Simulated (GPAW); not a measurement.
# Fe (Im-3m) in GPAW: a series of runs

The runs below take Fe through magnons, optical spectrum, energy-loss spectrum, RPA correlation energy, with LDA, PBE.

Program: GPAW 26.7.0. These are calculated values, not measurements. Logs are shortened: lines on timing, memory, paths and dates and some standing lists are left out, and cuts for length are marked. The log counts tension as positive stress, the text compression.

## Step 1: Starting point

It takes space group Im-3m (No. 229, cubic). The conventional cell has a = 2.886 Å, b = 2.886 Å, c = 2.886 Å, α = 90.00°, β = 90.00°, γ = 90.00°. Fe (site symmetry m-3m) has 8 Fe at 2.50 Å as nearest neighbours.

## Step 2: Magnons, LDA, collinear spin, ferromagnetic start

Input file run.py:

```python
import numpy as np
from ase import Atoms
from ase.dft.bandgap import bandgap
from ase.io import write
from gpaw import GPAW, PW, setup_paths
from gpaw.response import ResponseContext, ResponseGroundStateAdapter
from gpaw.response.chiks import ChiKSCalculator
from gpaw.response.heisenberg import calculate_fm_magnon_energies
from gpaw.response.localft import LocalFTCalculator
from gpaw.response.mft import IsotropicExchangeCalculator
from gpaw.response.site_kernels import SphericalSiteKernels

setup_paths.insert(0, '.')

atoms = Atoms(['Fe'],
              cell=[[-1.443, 1.443, 1.443],
                    [1.443, -1.443, 1.443],
                    [1.443, 1.443, -1.443]],
              scaled_positions=[[0.0, 0.0, 0.0]],
              pbc=True)
atoms.set_initial_magnetic_moments([4.0])

calc = GPAW(mode=PW(450),
            xc='LDA',
            kpts={'size': (10, 10, 10), 'gamma': True},
            occupations={'name': 'fermi-dirac', 'width': 0.05},
            nbands=12,
            convergence={'density': 0.0001},
            maxiter=150,
            txt='gpaw.txt')
atoms.calc = calc
energy = atoms.get_potential_energy()
calc.write('gs.gpw')
write('result.traj', atoms)
print(f'Energy: {energy:.6f} eV')
print('Moments:', calc.get_magnetic_moments().round(3))
print('Fermi level:', round(calc.get_fermi_level(), 4), 'eV')
print(f'Gap: {bandgap(calc)[0]:.4f} eV, direct: {bandgap(calc, direct=True)[0]:.4f} eV')

dense = calc.fixed_density(kpts={'size': (20, 20, 20), 'gamma': True},
                           nbands=28, convergence={'bands': 22, 'eigenstates': 1e-12},
                           update_fermi_level=True, maxiter=300, txt='dense.txt')
dense.write('dense.gpw', mode='all')

sites = [0]
moments = calc.get_magnetic_moments()[sites]
q_qc = np.array([[0.0, 0.0, 0.0], [0.05, 0.0, 0.0], [0.1, 0.0, 0.0], [0.25, 0.0, 0.0], [0.5, 0.0, 0.0]])
gs = ResponseGroundStateAdapter.from_gpw_file('dense.gpw')
context = ResponseContext(txt='mft.txt')
chiks = ChiKSCalculator(gs, context, ecut=250, nbands=22, gammacentered=True)
exchange = IsotropicExchangeCalculator(chiks, LocalFTCalculator.from_rshe_parameters(gs, context))
kernels = SphericalSiteKernels(atoms.positions[sites], [[1.25] * len(sites)])
J_qab = np.array([exchange(q_c, kernels)[..., 0] for q_c in q_qc])
E_qn = calculate_fm_magnon_energies(J_qab, q_qc, moments)
np.savetxt('exchange.dat', np.c_[q_qc, 1000 * J_qab.real.reshape((len(q_qc), -1))], fmt='%.4f')
np.savetxt('magnons.dat', np.c_[q_qc, 1000 * E_qn.real], fmt='%.4f')
for q_c, E_n in zip(q_qc, E_qn):
    print(q_c.round(4), 'magnon energies (meV):', (1000 * E_n.real).round(2))
```

Potentials or basis: PAW data sets generated in the run's folder for this functional, pw.

On the command line:

```console
gpaw-setup -f LDA Fe
OMP_NUM_THREADS=1 python run.py
```

gpaw.txt:

```text
__  _  _
 | _ |_)|_||  |
 |__||  | ||/\| - 26.7.0

Input parameters:
  mode=PW(ecut=450.00000000000006),
  convergence={'density': 0.0001},
  kpts=MonkhorstPack(size=(10, 10, 10), gamma=True),
  maxiter=150,
  nbands=12,
  occupations=Occupations(name='fermi-dirac', width=0.05),
  xc=XC(name='LDA')

Diagonalizing LCAO Hamiltonian
Converting LCAO to pw mode

       Fe

Atoms  # Å, Bohr magnetons
|   | symbol |        x |        y |        z |    initial magnetic moments |
|---|--------|----------|----------|----------|-----------------------------|
| 0 |     Fe | 0.000000 | 0.000000 | 0.000000 | ( 0.0000,  0.0000,  4.0000) |

Unit cell  # Å
| periodic |         x |         y |         z |  lengths |     angles |
|----------|-----------|-----------|-----------|----------|------------|
|      yes | -1.443000 |  1.443000 |  1.443000 | 2.499349 | 109.471221 |
|      yes |  1.443000 | -1.443000 |  1.443000 | 2.499349 | 109.471221 |
|      yes |  1.443000 |  1.443000 | -1.443000 | 2.499349 | 109.471221 |

Number of symmetries: 48
Symmetry operations  # r_c * U_cc + t_c -> r_c
|    | kind |            matrix            |
|----|------|------------------------------|
|  0 |  σ   |  1, 1, 1,  0, 0,-1,  0,-1, 0 |
|  1 |  C4  |  1, 1, 1,  0, 0,-1, -1, 0, 0 |
|  2 |  C2  |  1, 1, 1,  0,-1, 0,  0, 0,-1 |
|  3 |  S6  |  1, 1, 1,  0,-1, 0, -1, 0, 0 |
|  4 |  S6  |  1, 1, 1, -1, 0, 0,  0, 0,-1 |
|  5 |  C4  |  1, 1, 1, -1, 0, 0,  0,-1, 0 |
|  6 |  E   |  1, 0, 0,  0, 1, 0,  0, 0, 1 |
|  7 |  σ   |  1, 0, 0,  0, 1, 0, -1,-1,-1 |
|  8 |  σ   |  1, 0, 0,  0, 0, 1,  0, 1, 0 |
|  9 |  C3  |  1, 0, 0,  0, 0, 1, -1,-1,-1 |
| 10 |  C3  |  1, 0, 0, -1,-1,-1,  0, 1, 0 |
| 11 |  σ   |  1, 0, 0, -1,-1,-1,  0, 0, 1 |
| 12 |  σ   |  0, 1, 0,  1, 0, 0,  0, 0, 1 |
| 13 |  C2  |  0, 1, 0,  1, 0, 0, -1,-1,-1 |
| 14 |  C3  |  0, 1, 0,  0, 0, 1,  1, 0, 0 |
| 15 |  S4  |  0, 1, 0,  0, 0, 1, -1,-1,-1 |
| 16 |  S4  |  0, 1, 0, -1,-1,-1,  1, 0, 0 |
| 17 |  C3  |  0, 1, 0, -1,-1,-1,  0, 0, 1 |
| 18 |  C3  |  0, 0, 1,  1, 0, 0,  0, 1, 0 |
| 19 |  S4  |  0, 0, 1,  1, 0, 0, -1,-1,-1 |
| 20 |  σ   |  0, 0, 1,  0, 1, 0,  1, 0, 0 |
| 21 |  C3  |  0, 0, 1,  0, 1, 0, -1,-1,-1 |
| 22 |  C2  |  0, 0, 1, -1,-1,-1,  1, 0, 0 |
| 23 |  S4  |  0, 0, 1, -1,-1,-1,  0, 1, 0 |
| 24 |  C4  |  0, 0,-1,  1, 1, 1,  0,-1, 0 |
| 25 |  σ   |  0, 0,-1,  1, 1, 1, -1, 0, 0 |
| 26 |  S6  |  0, 0,-1,  0,-1, 0,  1, 1, 1 |
| 27 |  C2  |  0, 0,-1,  0,-1, 0, -1, 0, 0 |
| 28 |  C4  |  0, 0,-1, -1, 0, 0,  1, 1, 1 |
| 29 |  S6  |  0, 0,-1, -1, 0, 0,  0,-1, 0 |
| 30 |  S6  |  0,-1, 0,  1, 1, 1,  0, 0,-1 |
| 31 |  C4  |  0,-1, 0,  1, 1, 1, -1, 0, 0 |
| 32 |  C4  |  0,-1, 0,  0, 0,-1,  1, 1, 1 |
| 33 |  S6  |  0,-1, 0,  0, 0,-1, -1, 0, 0 |
| 34 |  σ   |  0,-1, 0, -1, 0, 0,  1, 1, 1 |
| 35 |  C2  |  0,-1, 0, -1, 0, 0,  0, 0,-1 |
| 36 |  C2  | -1, 0, 0,  1, 1, 1,  0, 0,-1 |
| 37 |  S6  | -1, 0, 0,  1, 1, 1,  0,-1, 0 |
| 38 |  S6  | -1, 0, 0,  0, 0,-1,  1, 1, 1 |
| 39 |  C2  | -1, 0, 0,  0, 0,-1,  0,-1, 0 |
| 40 |  C2  | -1, 0, 0,  0,-1, 0,  1, 1, 1 |
| 41 |  i   | -1, 0, 0,  0,-1, 0,  0, 0,-1 |
| 42 |  S4  | -1,-1,-1,  1, 0, 0,  0, 1, 0 |
| 43 |  C3  | -1,-1,-1,  1, 0, 0,  0, 0, 1 |
| 44 |  C3  | -1,-1,-1,  0, 1, 0,  1, 0, 0 |
| 45 |  σ   | -1,-1,-1,  0, 1, 0,  0, 0, 1 |
| 46 |  S4  | -1,-1,-1,  0, 0, 1,  1, 0, 0 |
| 47 |  C2  | -1,-1,-1,  0, 0, 1,  0, 1, 0 |

BZ-sampling:
  Number of BZ points: 1000
  Number of IBZ points: 47

  Monkhorst-Pack size: [10, 10, 10]
  Monkhorst-Pack shift: [0.05, 0.05, 0.05]

K-points  # in reciprocal-cell coordinates
|     |                                coordinates |     weight |
|-----|--------------------------------------------|------------|
|   0 | (  0.00000000,   0.00000000,   0.00000000) | 0.00100000 |
|   1 | (  0.10000000,   0.00000000,   0.00000000) | 0.01200000 |
|   2 | (  0.10000000,   0.10000000,  -0.10000000) | 0.00600000 |
|   3 | (  0.20000000,   0.00000000,  -0.10000000) | 0.02400000 |
|   4 | (  0.20000000,   0.00000000,   0.00000000) | 0.01200000 |
|   5 | (  0.20000000,   0.10000000,  -0.10000000) | 0.02400000 |
|   6 | (  0.20000000,   0.20000000,  -0.20000000) | 0.00600000 |
|   7 | (  0.30000000,  -0.10000000,  -0.10000000) | 0.00800000 |
|   8 | (  0.30000000,   0.00000000,  -0.10000000) | 0.04800000 |
|   9 | (  0.30000000,   0.00000000,   0.00000000) | 0.01200000 |
| ... |                                            |            |
|  46 | (  0.50000000,   0.50000000,   0.50000000) | 0.00100000 |

Plane wave coefficients: 268
Cutoff: 450.00000000000006 eV

Spin-components: 2 (collinear spins)
Bands:           12
Projectors:      6
Spin-degeneracy: 1
Datatype:        complex128

Parallelization:
  kpt:    1
  domain: 1
  band:   1

Density:
  Valence electrons: 8.0
  Components: 2
  Grid points: [14 14 14]
  Charge: 0.0  # |e|

Potential:
  Grid points: [14 14 14]

species:
  Fe:
    name:    Iron
    Z:       26.0
    valence: 8
    core:    18
    charge:  0.0  # [|e|]
    compensation charges:
      type: gauss
      rc: 0.33  # [Å]
      lmax: 2
    cutoffs:
      filter: 2.06  # [Å]
      core: 2.67  # [Å]
    projectors
    | kind |    occ | energy [eV] | rcut [Å] |
    |------|--------|-------------|----------|
    |   4s |  2.000 |      -5.481 |    1.164 |
    |   4p |  0.000 |      -1.431 |    1.058 |
    |   3d |  6.000 |      -7.752 |    1.058 |
    |    s |        |      21.730 |    1.164 |
    |    p |        |      25.780 |    1.058 |
    |    d |        |      19.459 |    1.058 |

    Using partial waves for Fe as LCAO basis

Reference energy: -34557.939368  # eV

eigensolver:
  PPCG
  Converge bands: occupied
  niter=2

density mixing:
  MSR1-Mixer
  Pratt-step length: 0.05
  Maximum mixing coefficient: 0.75
  Old densities: 10
  SVD Regularization: 0.005
  Good broyden scale: 1.0
  Trust region scale: 1.0
  Backstep threshold: 4.0
  History deletion threshold: 6.0
  Fourier metric: weight=20.0, sigma=0.015

occupation numbers:
  Fermi-Dirac:
    width: 0.0500  # eV

poisson solver:
  ecut: 3600.0000000000005  # eV

xc functional:
  name: None

convergence criteria:
- Maximum integral of absolute [dens]ity change: 0.0001 electrons / valence electron
- Maximum [total energy] change in last 3 cyles: 0.0005 eV / valence electron
- Maximum integral of absolute [eigenst]ate change: 4e-08 eV^2 / valence electron
maximum number of iterations: 150

SCF iterations
|iter     | |      energy | eigst |  dens |  magmom |
|---------|-|-------------|-------|-------|---------|
|iter:   1| |   -9.575051 | +0.18 |       |  +4.0062|
|iter:   2| |   -9.597057 | -1.80 | -0.73 |  +3.9459|
|iter:   3| |   -9.860211 | -2.15 | -0.76 |  +3.0237|
|iter:   4| |   -9.943624 | -2.33 | -1.09 |  +2.2434|
|iter:   5| |   -9.948548 | -3.39 | -1.65 |  +2.0223|
|iter:   6| |   -9.949503 | -3.85 | -1.71 |  +2.0649|
|iter:   7| |   -9.950703c| -3.90 | -1.95 |  +2.1677|
|iter:   8| |   -9.950993c| -5.11 | -2.54 |  +2.1399|
|iter:   9| |   -9.950973c| -6.63 | -3.31 |  +2.1438|
|iter:  10| |   -9.950982c| -7.19 | -3.68 |  +2.1424|
|iter:  11| |   -9.950981c| -7.94c| -4.24c|  +2.1426|

Converged in 11 steps
Energy contributions relative to reference atoms: (reference = -34557.939368)

Energy contributions:
  Kinetic:           2.269863
  Coulomb:          -1.989644
  Zero:              0.098436
  External:          0.000000
  Xc:              -10.325658
  Entropy:          -0.007955
  Spinorbit:         0.000000
  ----------------------------
  Free energy:      -9.954959
  Extrapolated:     -9.950981

dipole moment: (-3.561098, -3.561098, -3.561098)  # |e|*Ang

Total magnetic moment: (0.000000, 0.000000, 2.142588)

Local magnetic moments
|        x |        y |        z |
|----------|----------|----------|
| 0.000000 | 0.000000 | 2.157558 |  # Fe   0

Fermi level: 8.933
Eigenvalues  # (at kpt = [0.000, 0.000, 0.000])
| band index |      eig [eV] | occ [0-1] |      eig [eV] | occ [0-1] |
|------------|---------------|-----------|---------------|-----------|
|          0 |         0.663 |     1.000 |         0.997 |     1.000 |
|          1 |         6.762 |     1.000 |         8.600 |     0.999 |
|          2 |         6.762 |     1.000 |         8.600 |     0.999 |
|          3 |         6.762 |     1.000 |         8.600 |     0.999 |
|          4 |         7.998 |     1.000 |        10.343 |     0.000 |
|          5 |         7.998 |     1.000 |        10.343 |     0.000 |
|          6 |        18.056 |     0.000 |        19.917 |     0.000 |
|          7 |        18.056 |     0.000 |        19.917 |     0.000 |
|          8 |        18.056 |     0.000 |        19.917 |     0.000 |
|          9 |        33.472 |     0.000 |        33.534 |     0.000 |
|         10 |        33.472 |     0.000 |        33.534 |     0.000 |
|         11 |        33.472 |     0.000 |        33.534 |     0.000 |

No gap
No difference between direct/indirect transitions
# Writing to gs.gpw (mode='')
```

It took 5 min on 1 thread of Intel Xeon 6975P-C (Granite Rapids), shared host; peak memory 0.31 GiB.

Results:

| Item | Value |
| --- | --- |
| Free energy | -9.9550 eV |
| Band gap on the k mesh | none (metal or under the smearing width) |
| Net moment | 2.14 μB per cell |
| Site moments | Fe +2.16 μB |

Caveat: the number of bands moves the energies at small q by some ten meV; the exchange constants hang on this mesh and on the site radius.

## Step 3: Magnons, LDA, collinear spin, ferromagnetic start

Edit run.py of step 2 so:

```diff
@@ -39,3 +39,3 @@
 
-dense = calc.fixed_density(kpts={'size': (20, 20, 20), 'gamma': True},
+dense = calc.fixed_density(kpts={'size': (18, 18, 18), 'gamma': True},
                            nbands=28, convergence={'bands': 22, 'eigenstates': 1e-12},
@@ -46,3 +46,3 @@
 moments = calc.get_magnetic_moments()[sites]
-q_qc = np.array([[0.0, 0.0, 0.0], [0.05, 0.0, 0.0], [0.1, 0.0, 0.0], [0.25, 0.0, 0.0], [0.5, 0.0, 0.0]])
+q_qc = np.array([[0.0, 0.0, 0.0], [0.0555555556, 0.0, 0.0], [0.1111111111, 0.0, 0.0], [0.2222222222, 0.0, 0.0], [0.5, 0.0, 0.0], [0.0555555556, 0.0555555556, 0.0], [0.1111111111, 0.1111111111, 0.0], [0.2222222222, 0.2222222222, 0.0], [0.5, 0.5, 0.0]])
 gs = ResponseGroundStateAdapter.from_gpw_file('dense.gpw')
@@ -51,3 +51,3 @@
 exchange = IsotropicExchangeCalculator(chiks, LocalFTCalculator.from_rshe_parameters(gs, context))
-kernels = SphericalSiteKernels(atoms.positions[sites], [[1.25] * len(sites)])
+kernels = SphericalSiteKernels(atoms.positions[sites], [[1.125] * len(sites)])
 J_qab = np.array([exchange(q_c, kernels)[..., 0] for q_c in q_qc])
```

Potentials or basis: PAW data sets generated in the run's folder for this functional, pw.

On the command line:

```console
gpaw-setup -f LDA Fe
OMP_NUM_THREADS=1 python run.py
```

gpaw.txt:

```text
__  _  _
 | _ |_)|_||  |
 |__||  | ||/\| - 26.7.0

Input parameters:
  mode=PW(ecut=450.00000000000006),
  convergence={'density': 0.0001},
  kpts=MonkhorstPack(size=(10, 10, 10), gamma=True),
  maxiter=150,
  nbands=12,
  occupations=Occupations(name='fermi-dirac', width=0.05),
  xc=XC(name='LDA')

Diagonalizing LCAO Hamiltonian
Converting LCAO to pw mode

       Fe

Atoms  # Å, Bohr magnetons
|   | symbol |        x |        y |        z |    initial magnetic moments |
|---|--------|----------|----------|----------|-----------------------------|
| 0 |     Fe | 0.000000 | 0.000000 | 0.000000 | ( 0.0000,  0.0000,  4.0000) |

Unit cell  # Å
| periodic |         x |         y |         z |  lengths |     angles |
|----------|-----------|-----------|-----------|----------|------------|
|      yes | -1.443000 |  1.443000 |  1.443000 | 2.499349 | 109.471221 |
[... 180 lines left out ...]

Energy contributions:
  Kinetic:           2.269863
  Coulomb:          -1.989644
  Zero:              0.098436
  External:          0.000000
  Xc:              -10.325658
  Entropy:          -0.007955
  Spinorbit:         0.000000
  ----------------------------
  Free energy:      -9.954959
  Extrapolated:     -9.950981

dipole moment: (-3.561098, -3.561098, -3.561098)  # |e|*Ang

Total magnetic moment: (0.000000, 0.000000, 2.142588)

Local magnetic moments
|        x |        y |        z |
|----------|----------|----------|
| 0.000000 | 0.000000 | 2.157558 |  # Fe   0

Fermi level: 8.933
Eigenvalues  # (at kpt = [0.000, 0.000, 0.000])
| band index |      eig [eV] | occ [0-1] |      eig [eV] | occ [0-1] |
|------------|---------------|-----------|---------------|-----------|
|          0 |         0.663 |     1.000 |         0.997 |     1.000 |
|          1 |         6.762 |     1.000 |         8.600 |     0.999 |
|          2 |         6.762 |     1.000 |         8.600 |     0.999 |
|          3 |         6.762 |     1.000 |         8.600 |     0.999 |
|          4 |         7.998 |     1.000 |        10.343 |     0.000 |
|          5 |         7.998 |     1.000 |        10.343 |     0.000 |
|          6 |        18.056 |     0.000 |        19.917 |     0.000 |
|          7 |        18.056 |     0.000 |        19.917 |     0.000 |
|          8 |        18.056 |     0.000 |        19.917 |     0.000 |
|          9 |        33.472 |     0.000 |        33.534 |     0.000 |
|         10 |        33.472 |     0.000 |        33.534 |     0.000 |
|         11 |        33.472 |     0.000 |        33.534 |     0.000 |

No gap
No difference between direct/indirect transitions
# Writing to gs.gpw (mode='')
```

mft.txt:

```text
Calculating f(G)
    Calculating PAW corrections

    RSHE of atom 0
      (l,m)   max weight  avg weight  included
      (0,0)   1.00000000  0.96018161  yes
      (1,-1)  0.00000000  0.00000000  yes
      (1,0)   0.00000000  0.00000000  yes
      (1,1)   0.00000000  0.00000000  yes
      (2,-2)  0.00000000  0.00000000  yes
      (2,-1)  0.00000000  0.00000000  yes
      (2,0)   0.00000000  0.00000000  yes
[... 257 lines left out ...]
    q_c: [0.0555555556, 0.0555555556, 0.0]
    Number of frequency points: 1
    Number of bands included: 22
Resulting in:
    A total number of band and spin transitions of: 232
[... 147 lines left out ...]
  ( 1  0  0)  ( 1  0  0)  ( 0  1  0)  ( 0  1  0)  ( 0 -1  0)  ( 0 -1  0)
  ( 0  1  0)  ( 0  1  0)  ( 1  0  0)  ( 1  0  0)  (-1  0  0)  (-1  0  0)
  ( 0  0  1)  (-1 -1 -1)  ( 0  0  1)  (-1 -1 -1)  ( 1  1  1)  ( 0  0 -1)

  (-1  0  0)  (-1  0  0)
  ( 0 -1  0)  ( 0 -1  0)
  ( 1  1  1)  ( 0  0 -1)

865 groups of equivalent kpoints. 85.16803840877915% reduction.
```

Run time: 9 min. Hardware: 1 thread of Intel Xeon 6975P-C (Granite Rapids), shared host; peak memory 0.28 GiB.

What came out:

```
Free energy            : -9.9550 eV
Band gap on the k mesh : none (metal or under the smearing width)
Net moment             : 2.14 μB per cell
Site moments           : Fe +2.16 μB
```

Caveat: the number of bands moves the energies at small q by some ten meV; the exchange constants hang on this mesh and on the site radius.

(Part 1 of 3 ends here.)
